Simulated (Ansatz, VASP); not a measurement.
# Cross-check of MoSe2 between VASP and Ansatz

Wanted: the spread between two codes on one cell, functional and k mesh. The structure shown is the end of the Ansatz relaxation below.

Calculated with Ansatz 0.2.0; plane waves, with VASP 6.6.1 beside it; single point at PBE with D3(BJ).

## (1) Starting point

The cell holds 12 atoms: 4 Mo and 8 Se. Cell: a = 3.278 Å, b = 3.278 Å, c = 37.575 Å, α = 90.0°, β = 90.0°, γ = 120.0°. Vacuum lies along c.

## (2) Ansatz: relaxation, PBE with D3(BJ)

Ansatz runs on its PAW soft_1 files.

This run makes the geometry at which the two programs are then compared.

Contents of input.yaml:

```yaml
crystal:
  lattice:
    - [3.288, 0.0, 0.0]
    - [-1.644, 2.84749153, 0.0]
    - [0.0, 0.0, 37.575]
  atoms:
    - { symbol: Mo, position: [0.66666667, 0.33333333, 0.24251497] }
    - { symbol: Mo, position: [0.33333333, 0.66666667, 0.41417166] }
    - { symbol: Mo, position: [0.66666667, 0.33333333, 0.58582834] }
    - { symbol: Mo, position: [0.33333333, 0.66666667, 0.75748503] }
    - { symbol: Se, position: [0.33333333, 0.66666667, 0.1996008] }
    - { symbol: Se, position: [0.33333333, 0.66666667, 0.28542914] }
    - { symbol: Se, position: [0.33333333, 0.66666667, 0.54291417] }
    - { symbol: Se, position: [0.66666667, 0.33333333, 0.37125749] }
    - { symbol: Se, position: [0.33333333, 0.66666667, 0.62874251] }
    - { symbol: Se, position: [0.66666667, 0.33333333, 0.45708583] }
    - { symbol: Se, position: [0.66666667, 0.33333333, 0.71457086] }
    - { symbol: Se, position: [0.66666667, 0.33333333, 0.8003992] }
kpoints:
  mp_grid: { grid: [12, 12, 1] }
scf:
  occupations: { method: fermi_dirac, width: 0.02 }
hamiltonian:
  xc: pbe
  pseudopotentials: { kind: paw, azcp: { folder: soft_1 } }
  dispersion: d3bj
basis:
  ecutwfc: 600
output:
  forces: true
  stress: true
relax:
  f_tol: 0.005
  max_steps: 70
  cell: { stress_tol: 0.02, p_target: 0, fix: [c, alpha, beta, gamma] }
```

On the command line:

```console
$ ansatz run input.yaml --threads 4 --pin off --max-ram 10240MiB --backend cpu --events-out ev --progress --plain --runs-dir out
```

Numbers of over 12 decimals in the logs are rounded to 6 here.

The log of the run:

```text
Warning: crystal.symmetry: narrowed to the stabiliser of the fixed cell quantities (relax.cell.fix) — unitary ops 12 → 4. The narrowing is safe, since a smaller group never makes results wrong: the run goes on under it, on as many k-points as the starting group would need, or more. Excluded: 8 operations that would move a fixed cell quantity at a test strain (relax.cell.fix fixes c, alpha, beta, gamma). The cell can leave their symmetry as it relaxes.
Engine: ansatz 0.2.0, x86_64-unknown-linux-gnu
Pseudopotentials: kind: paw
Pseudopotential: Mo, paw, valence charge 14, recommended cutoff 420 eV (normal), soft_1/Mo.paw.azcp
Pseudopotential: Se, paw, valence charge 16, recommended cutoff 420 eV (normal), soft_1/Se.paw.azcp
Functional definition: PBE
  parameter kappa = 0.804
  parameter beta = 0.066725
  exchange = pbe_x(kappa = kappa, mu = beta*pi^2/3)
  correlation = pbe_c(beta = beta)
Crystal: 12 atoms, lattice volume = 351.798 Å³
Basis set: ecut = 600 eV, 11911 PW (Γ), exchange–correlation on 54×54×640 points (8 copies of the dense FFT grid, shifted against one another)
Bands: 111, of which v1, the nominal top of the filled ones, is band 92 counted from 1 (91 counted from 0)
Symmetry: 4 space group operations
k-points: 43 of 144
Non-local potential: Mo, projectors of the file, l = 0: 3, l = 1: 2, l = 2: 2, l = 3: 1
Non-local potential: Se, projectors of the file, l = 0: 2, l = 1: 2, l = 2: 3, l = 3: 1
PAW form: soft (Blöchl's): semilocal exchange-correlation on the pseudo side does not see the compensation charge
PAW one-centre angular grid: Mo, 590 points (default); XC on 64 Gauss nodes
PAW one-centre angular grid: Se, 590 points (default); XC on 64 Gauss nodes
Initial density: superposition of atomic densities (neutral atoms: chi_scale 0, normalization atom)
Initial wavefunctions: pseudopotential atomic-orbital guess
Functional: x = pbe(κ = 0.804, μ = 0.219515), c = pbe(β = 0.066725)
SCF iter   1: F=—  HF=-63593.626400 eV  |F-HF|=—  |Δ(HF+E_count)|=         —  Δρ=5.63e-2  dr2=1.58e1  ethr=3.10e-3  ⟨swp⟩=7.1  Hψ=17873  notcnv=0  defer=37
preconditioner: auto → Resta (q_TF=auto, 2.449 Å⁻¹)  ε∞=4.4  [insulator: Δε(μ)=0.929 eV  Ē_g=9.092 eV  σ=0.020 eV  W_gap=1.00  n_scr=106 (ndim 8)  ℏωp=16.8 eV  f_vac=0.321  D(μ)=0.00/eV (n_scr^D=0)  ε∞_Penn≈4.4  vacuum switching on, ρ_ref=6.0e-3 e/Å³]
SCF iter   2: F=—  HF=-63590.808113 eV  |F-HF|=—  |Δ(HF+E_count)|=    2.82e0  Δρ=2.26e-2  dr2=5.49e0  ethr=3.10e-3  ⟨swp⟩=3.0  Hψ=8221  notcnv=0  defer=496
SCF iter   3: F=—  HF=-63590.154963 eV  |F-HF|=—  |Δ(HF+E_count)|=   6.53e-1  Δρ=1.39e-2  dr2=7.46e-1  ethr=2.99e-3  ⟨swp⟩=2.0  Hψ=5772  notcnv=0  defer=485
SCF iter   4: F=—  HF=-63589.974785 eV  |F-HF|=—  |Δ(HF+E_count)|=   1.80e-1  Δρ=2.78e-3  dr2=5.71e-2  ethr=4.06e-4  ⟨swp⟩=2.6  Hψ=6842  notcnv=0  defer=487
SCF iter   5: F=—  HF=-63589.969771 eV  |F-HF|=—  |Δ(HF+E_count)|=   5.01e-3  Δρ=9.39e-4  dr2=6.23e-3  ethr=3.10e-5  ⟨swp⟩=3.7  Hψ=9683  notcnv=0  defer=487
SCF iter   6: F=—  HF=-63589.969124 eV  |F-HF|=—  |Δ(HF+E_count)|=   6.47e-4  Δρ=4.57e-4  dr2=1.77e-3  ethr=3.38e-6  ⟨swp⟩=2.7  Hψ=8404  notcnv=0  defer=487
SCF iter   7: F=—  HF=-63589.969566 eV  |F-HF|=—  |Δ(HF+E_count)|=   4.43e-4  Δρ=3.41e-4  dr2=2.47e-3  ethr=9.62e-7  ⟨swp⟩=2.7  Hψ=6804  notcnv=0  defer=487
SCF iter   8: F=—  HF=-63589.969404 eV  |F-HF|=—  |Δ(HF+E_count)|=   1.62e-4  Δρ=1.71e-4  dr2=2.03e-4  ethr=9.62e-7  ⟨swp⟩=2.0  Hψ=5389  notcnv=0  defer=487
SCF iter   9: F=—  HF=-63589.969390 eV  |F-HF|=—  |Δ(HF+E_count)|=   1.38e-5  Δρ=4.35e-5  dr2=1.69e-5  ethr=1.10e-7  ⟨swp⟩=2.1  Hψ=5747  notcnv=0  defer=487
SCF iter  10: F=—  HF=-63589.969520 eV  |F-HF|=—  |Δ(HF+E_count)|=   1.30e-4  Δρ=2.70e-5  dr2=1.16e-5  ethr=9.20e-9  ⟨swp⟩=2.4  Hψ=6756  notcnv=0  defer=487
SCF iter  11: F=—  HF=-63589.969520 eV  |F-HF|=—  |Δ(HF+E_count)|=   5.51e-7  Δρ=6.67e-6  dr2=5.69e-7  ethr=6.32e-9  ⟨swp⟩=2.0  Hψ=5261  notcnv=0  defer=487
SCF iter  12: F=-63589.969520 eV  HF=-63589.969520 eV  |F-HF|=1.45e-8  |Δ(HF+E_count)|=   2.17e-8  Δρ=2.40e-6  dr2=4.05e-8  ethr=5.43e-11  ⟨swp⟩=3.9  Hψ=17984  notcnv=0
SCF 1 converged in 12 iterations: F = -63589.969520 eV  dr2 = 4.05e-8
  greatest PAW one-centre occupation: 1.000 electrons in one spin orbital (limit 2), on the Se atom at site 8 (counted from 0), in its partial waves of l = 2
relax step   1: F+E_penalty+E_count = -63589.96951992 eV  Δ(F+E_penalty+E_count) = +0.000e0 eV  max|allowed force component| = 1.116e0 eV/Å  Δτ_max = 0.0000 Å  P = +3.050 GPa  Ω = 351.798 Å³  fix = [c, alpha, beta, gamma]  reactions: c +5.641 GPa; alpha -0.000, beta +0.000, gamma -0.000 GPa/rad  (12 SCF iters, dr2 threshold 1.00e-7 eV, accepted)
[...]
relax step   6: F+E_penalty+E_count = -63590.23419507 eV  Δ(F+E_penalty+E_count) = +1.423e-4 eV  max|allowed force component| = 1.035e-2 eV/Å  Δτ_max = 0.0245 Å  P = +0.041 GPa  Ω = 349.582 Å³  energy of the carried Pulay correction = +2.101e-5 eV  fix = [c, alpha, beta, gamma]  (14 SCF iters, rejected (line search))
[...]
relax step   7: F+E_penalty+E_count = -63590.23442991 eV  Δ(F+E_penalty+E_count) = -9.251e-5 eV  max|allowed force component| = 2.010e-3 eV/Å  Δτ_max = 0.0119 Å  P = -0.013 GPa  Ω = 349.662 Å³  energy of the carried Pulay correction = +2.025e-5 eV  fix = [c, alpha, beta, gamma]  reactions: c -0.036 GPa; alpha -0.000, beta +0.000, gamma +0.000 GPa/rad  (13 SCF iters, accepted)
[...]
relax step   8: F+E_penalty+E_count = -63590.23441205 eV  Δ(F+E_penalty+E_count) = +1.786e-5 eV  max|allowed force component| = 2.007e-3 eV/Å  Δτ_max = 0.0000 Å  P = -0.013 GPa  Ω = 349.662 Å³  fix = [c, alpha, beta, gamma]  reactions: c -0.036 GPa; alpha -0.000, beta +0.000, gamma -0.000 GPa/rad  stress off target by 1.90e-3 GPa on what of the cell is left free  SCF on the basis re-selected at this cell (its energy is not comparable with the rows above)  (5 SCF iters)
basis re-selected at this cell: Δ(F+E_penalty+E_count) = +1.786e-5 eV, ΔP = -0.000 GPa vs the last step (what re-selecting the basis moved, of the pressure what is left beyond the Pulay correction that the steps carried, after the strain that the cell walked since its last selection, with what the two solves' SCF thresholds leave and, on support functions, any second-order correction that the steps lacked; it is no m [...]
SCF converged after 5 iterations
Free energy (F): -63590.234412 eV
Harris-Foulkes:  -63590.234412 eV  (|F-HF|=2.69e-10)
Internal energy: -63590.234412 eV  (E = F + TS)
E sigma→0 (E₀):  -63590.234412 eV
Fermi energy:    7.273014 eV
--- Per-component energies (eV) ---
  E_band       = -4281.307631
  E_kinetic    = 2580.233130
  E_local      = -248686.371908  (includes V_loc(G=0)·N_el)
  E_nonlocal   = -2238.940449
  E_hartree    = 123907.656987
  E_xc         = -1390.017836
  E_vxc        = -1607.868098  (∫ρ·V_xc dr)
  E_paw        = -29888.053865  (= ΣΔE_a)
  E_vpaw       = -2143.674580  (= ΣTr[D̂ρ^β])
  E_aug_tail   = 0.000029  (compensation charges beyond the density's cutoff)
  E_ewald      = 92130.596225
  E_disp       = -5.336726  (pairwise vdW)
  E_smearing   = -0.000000  (= −TS)
  E_closure    = 0.000000  (closes the sum)
  Σ components = -63590.234412   (vs F -63590.234412, Δ=0.00e0)
--- Forces (eV/Å), atoms counted from 1 ---
  atom   1  Mo    -0.00000000     0.00000000     0.00043023
  atom   2  Mo    -0.00000001     0.00000000     0.00058086
  atom   3  Mo     0.00000001    -0.00000000    -0.00058086
  atom   4  Mo     0.00000000    -0.00000000    -0.00043023
  atom   5  Se    -0.00000000     0.00000000     0.00156070
  atom   6  Se     0.00000000    -0.00000000    -0.00160217
  atom   7  Se    -0.00000000     0.00000000    -0.00087182
  atom   8  Se    -0.00000000     0.00000000     0.00200742
  atom   9  Se     0.00000000    -0.00000000    -0.00200742
  atom  10  Se     0.00000000    -0.00000000     0.00087182
  atom  11  Se    -0.00000000     0.00000000     0.00160217
  atom  12  Se     0.00000000    -0.00000000    -0.00156070
  max |Σ_I F_I| component: 0.00e0 eV/Å
--- Stress (GPa, compression-positive) ---
       -0.001900       0.000000      -0.000000
        0.000000      -0.001900       0.000000
       -0.000000       0.000000      -0.036232
  P = ⅓ Tr σ = -0.0133 GPa (-0.133 kbar)
--- Relaxed structure (7 steps of the walk, 5 accepted, 1 SCFs on fresh bases) ---
  F+E_penalty+E_count = -63590.23441205 eV   max|allowed force component| = 2.007e-3 eV/Å   (the final SCF, on the basis selected at the relaxed cell)
  cell:  # Å, volume = 349.6619 Å³
    - [3.278003, -2.824725380609066e-19, 0]
    - [-1.639002, 2.838834, 0]
    - [0, 0, 37.575]
  atoms:
    - { symbol: Mo, position: [0.666667, 0.333333, 0.245573] }
    - { symbol: Mo, position: [0.333333, 0.666667, 0.415184] }
    - { symbol: Mo, position: [0.666667, 0.333333, 0.584816] }
    - { symbol: Mo, position: [0.333333, 0.666667, 0.754427] }
    - { symbol: Se, position: [0.333333, 0.666667, 0.200986] }
    - { symbol: Se, position: [0.333333, 0.666667, 0.290153] }
    - { symbol: Se, position: [0.333333, 0.666667, 0.540272] }
    - { symbol: Se, position: [0.666667, 0.333333, 0.370638] }
    - { symbol: Se, position: [0.333333, 0.666667, 0.629362] }
    - { symbol: Se, position: [0.666667, 0.333333, 0.459728] }
    - { symbol: Se, position: [0.666667, 0.333333, 0.709847] }
    - { symbol: Se, position: [0.666667, 0.333333, 0.799014] }
```

(Continued in part 2 of 2.)

[Lines on the potential files, build, host, timing and source positions are cut from VASP's logs without a mark.]

[Logs are printed without paths, hosts, clocks, repeated set-up lines and the standing remarks that a program may print on its own settings, such as how far it seeks lower states.]

[Hosts, paths, dates, database ids (printed as entryN), source tags and the programs' standing remarks are cut or masked in the printed files.]
